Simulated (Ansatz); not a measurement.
# SrTiO3: energy and stress against strain

The task, for SrTiO3: strain the cell along the Voigt pattern (0, 1, 0, 0, 0, 0).

Method: DFT PBE, scalar-relativistic, plane waves, PAW, in Ansatz 0.2.0.

1 further run of the same task is left out (set aside as unsound or not needed). Runs told in other sessions of the task aren't counted.

### Step 1. The starting structure

The structure is tetragonal, space group I4/mcm (No. 140). Conventional cell: a = 5.555 Å, b = 5.555 Å, c = 7.893 Å, α = 90.00°, β = 90.00°, γ = 90.00°. Sr (site symmetry -42m) has 12 O at 2.67 to 2.91 Å in its first shell of neighbours. Ti (site symmetry 4/m) is surrounded by 6 O at 1.97 Å. Around O (site symmetry 422) lie 2 Ti at 1.97 Å and 4 Sr at 2.78 Å. O (site symmetry m2m) is surrounded by 2 Ti at 1.97 Å and 4 Sr at 2.67 to 2.91 Å.

Coordinates:

```
Sr Ti O
1.0
    -2.77771    2.77771    3.94644
     2.77771   -2.77771    3.94644
     2.77771    2.77771   -3.94644
Sr Ti O
2 2 6
Direct
  0.75000 0.25000 0.50000
  0.25000 0.75000 0.50000
  0.00000 0.00000 0.00000
  0.50000 0.50000 0.00000
  0.25000 0.25000 0.00000
  0.75000 0.75000 0.00000
  0.72819 0.22819 0.95639
  0.22819 0.27181 0.50000
  0.27181 0.77181 0.04361
  0.77181 0.72819 0.50000
```

This cell was relaxed beforehand with the same method: volume 12.18 Å³/atom, gap on the mesh 1.93 eV.

### Step 2. The reference: the undisturbed cell on the scan's mesh

input.yaml reads:

```yaml
crystal:
  lattice:
    - [-2.7777137596, 2.7777137596, 3.9464442078]
    - [2.7777137596, -2.7777137596, 3.9464442078]
    - [2.7777137596, 2.7777137596, -3.9464442078]
  atoms:
    - { symbol: Sr, position: [0.75, 0.25, 0.5] }
    - { symbol: Sr, position: [0.25, 0.75, 0.5] }
    - { symbol: Ti, position: [0.0, 0.0, 0.0] }
    - { symbol: Ti, position: [0.5, 0.5, 0.0] }
    - { symbol: O, position: [0.25, 0.25, 0.0] }
    - { symbol: O, position: [0.75, 0.75, 0.0] }
    - { symbol: O, position: [0.7281949606, 0.2281949606, 0.9563899212] }
    - { symbol: O, position: [0.2281949606, 0.2718050394, 0.5] }
    - { symbol: O, position: [0.2718050394, 0.7718050394, 0.0436100788] }
    - { symbol: O, position: [0.7718050394, 0.7281949606, 0.5] }
basis:
  ecutwfc: 420
kpoints:
  mp_grid: { grid: [8, 8, 8] }
hamiltonian:
  xc: pbe
scf:
  occupations: { method: gaussian, width: 0.05 }
output:
  forces: true
  stress: true
  eigenvalues: true
```

On the command line:

```bash
> ansatz run input.yaml --threads 2 --pin off --max-ram 5120MiB --backend cpu --events-out ev --progress --plain --runs-dir out
```

### Step 3. Next: energy and stress against strain

The cell is strained by ε times the Voigt pattern (0, 1, 0, 0, 0, 0) (xx, yy, zz, yz, xz, xy; engineering shear), with fractional coordinates fixed (clamped ions). The stress on the pattern is the sum of the stress components weighted by it, tension positive.

### Step 4. ε = -0.0200

input.yaml: that of step 2 with these lines changed.

```diff
@@ -2,5 +2,5 @@
   lattice:
-    - [-2.7777137596, 2.7777137596, 3.9464442078]
-    - [2.7777137596, -2.7777137596, 3.9464442078]
-    - [2.7777137596, 2.7777137596, -3.9464442078]
+    - [-2.7777137596, 2.7221594844, 3.9464442078]
+    - [2.7777137596, -2.7221594844, 3.9464442078]
+    - [2.7777137596, 2.7221594844, -3.9464442078]
   atoms:
```

### Step 5. At ε = 0.0150

input.yaml: that of step 4 with these lines changed.

```diff
@@ -2,5 +2,5 @@
   lattice:
-    - [-2.7777137596, 2.7221594844, 3.9464442078]
-    - [2.7777137596, -2.7221594844, 3.9464442078]
-    - [2.7777137596, 2.7221594844, -3.9464442078]
+    - [-2.7777137596, 2.819379466, 3.9464442078]
+    - [2.7777137596, -2.819379466, 3.9464442078]
+    - [2.7777137596, 2.819379466, -3.9464442078]
   atoms:
```

### Step 6. At ε = -0.0100

input.yaml: that of step 5 with these lines changed.

```diff
@@ -2,5 +2,5 @@
   lattice:
-    - [-2.7777137596, 2.819379466, 3.9464442078]
-    - [2.7777137596, -2.819379466, 3.9464442078]
-    - [2.7777137596, 2.819379466, -3.9464442078]
+    - [-2.7777137596, 2.749936622, 3.9464442078]
+    - [2.7777137596, -2.749936622, 3.9464442078]
+    - [2.7777137596, 2.749936622, -3.9464442078]
   atoms:
```

### Step 7. At ε = 0.0050

input.yaml: that of step 6 with these lines changed.

```diff
@@ -2,5 +2,5 @@
   lattice:
-    - [-2.7777137596, 2.749936622, 3.9464442078]
-    - [2.7777137596, -2.749936622, 3.9464442078]
-    - [2.7777137596, 2.749936622, -3.9464442078]
+    - [-2.7777137596, 2.7916023284, 3.9464442078]
+    - [2.7777137596, -2.7916023284, 3.9464442078]
+    - [2.7777137596, 2.7916023284, -3.9464442078]
   atoms:
```

### Step 8. At ε = 0.0200

input.yaml: that of step 7 with these lines changed.

```diff
@@ -2,5 +2,5 @@
   lattice:
-    - [-2.7777137596, 2.7916023284, 3.9464442078]
-    - [2.7777137596, -2.7916023284, 3.9464442078]
-    - [2.7777137596, 2.7916023284, -3.9464442078]
+    - [-2.7777137596, 2.8332680348, 3.9464442078]
+    - [2.7777137596, -2.8332680348, 3.9464442078]
+    - [2.7777137596, 2.8332680348, -3.9464442078]
   atoms:
```

### Step 9. Point ε = -0.0150

input.yaml: that of step 8 with these lines changed.

```diff
@@ -2,5 +2,5 @@
   lattice:
-    - [-2.7777137596, 2.8332680348, 3.9464442078]
-    - [2.7777137596, -2.8332680348, 3.9464442078]
-    - [2.7777137596, 2.8332680348, -3.9464442078]
+    - [-2.7777137596, 2.7360480532, 3.9464442078]
+    - [2.7777137596, -2.7360480532, 3.9464442078]
+    - [2.7777137596, 2.7360480532, -3.9464442078]
   atoms:
```

### Step 10. At ε = 0.0100

input.yaml: that of step 9 with these lines changed.

```diff
@@ -2,5 +2,5 @@
   lattice:
-    - [-2.7777137596, 2.7360480532, 3.9464442078]
-    - [2.7777137596, -2.7360480532, 3.9464442078]
-    - [2.7777137596, 2.7360480532, -3.9464442078]
+    - [-2.7777137596, 2.8054908972, 3.9464442078]
+    - [2.7777137596, -2.8054908972, 3.9464442078]
+    - [2.7777137596, 2.8054908972, -3.9464442078]
   atoms:
```

### Step 11. Point ε = -0.0050

input.yaml: that of step 10 with these lines changed.

```diff
@@ -2,5 +2,5 @@
   lattice:
-    - [-2.7777137596, 2.8054908972, 3.9464442078]
-    - [2.7777137596, -2.8054908972, 3.9464442078]
-    - [2.7777137596, 2.8054908972, -3.9464442078]
+    - [-2.7777137596, 2.7638251908, 3.9464442078]
+    - [2.7777137596, -2.7638251908, 3.9464442078]
+    - [2.7777137596, 2.7638251908, -3.9464442078]
   atoms:
```

### Step 12. At ε = 0.0175

input.yaml: that of step 11 with these lines changed.

```diff
@@ -2,5 +2,5 @@
   lattice:
-    - [-2.7777137596, 2.7638251908, 3.9464442078]
-    - [2.7777137596, -2.7638251908, 3.9464442078]
-    - [2.7777137596, 2.7638251908, -3.9464442078]
+    - [-2.7777137596, 2.8263237504, 3.9464442078]
+    - [2.7777137596, -2.8263237504, 3.9464442078]
+    - [2.7777137596, 2.8263237504, -3.9464442078]
   atoms:
@@ -28 +28,5 @@
   eigenvalues: true
+  write_density: true
+  write_potential: true
+  elf: true
+  volumetric_format: npy
```

(Steps that only read results are left out.)

Q: Predict the outcome of this session. Wanted: slope of the stress at ε = 0, over ±0.0050.

As calculated:

| quantity | value |
| --- | --- |
| slope of the stress at ε = 0, over ±0.0050 | 313 GPa |

In words: From the stress slope, C22 is about 313 GPa with the ions clamped; letting the atoms relax could not make it stiffer. No sampled point lies below the undisturbed cell. The gap on the mesh stays between 1.85 and 1.94 eV.
